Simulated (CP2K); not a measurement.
Zn:

```
Zn
1.0
     2.95710    0.00000    0.00000
    -0.89705    2.37678    0.00000
    -0.82819   -1.12021    2.17843
Zn
1
Direct
  0.00000 0.00000 0.00000
```

```yaml
Program: CP2K 2026.2
Task: relaxation of cell and atoms
Functional: PBE
Potentials_or_basis: POTENTIAL_UZH Zn GTH-PBE-q12; TZVP-MOLOPT-PBE-GTH basis
Density_cutoff: 9184 eV
k_mesh: 8 × 10 × 9
Occupations: fermi-dirac, width 0.05 eV
Spin: no spin polarisation
```

At the start: pressure 2.6 GPa; volume 15.31 Å³/atom.

Task: Where does the relaxation end?

Result: Over 13 steps the energy falls by 18.1 meV/atom and the volume is 15.61 Å³/atom (+2.0 %); space group C2/m (No. 12, to 0.05 Å).

The path:
```csv
step,energy change (eV),largest force (eV/Å),volume (Å³)
1,0.0000,0.0000,15.31
2,-0.0006,0.0000,15.33
3,-0.0106,0.0000,15.87
4,-0.0118,0.0000,16.04
5,-0.0121,0.0000,16.09
6,-0.0125,0.0000,16.13
7,-0.0141,0.0000,16.14
8,-0.0158,0.0000,16.04
9,-0.0172,0.0000,15.84
10,-0.0180,0.0000,15.63
11,-0.0181,0.0000,15.61
12,-0.0181,0.0000,15.61
13,-0.0181,0.0000,15.61
```

Final structure:
```
Zn
1.0
     2.87127    0.00000    0.00000
    -0.93310    2.48861    0.00000
    -0.83482   -1.17566    2.18527
Zn
1
Direct
  0.00000 0.00000 0.00000
```

Caveat: the basis of atomic orbitals isn't converged, which shifts pressures, moduli and gaps.
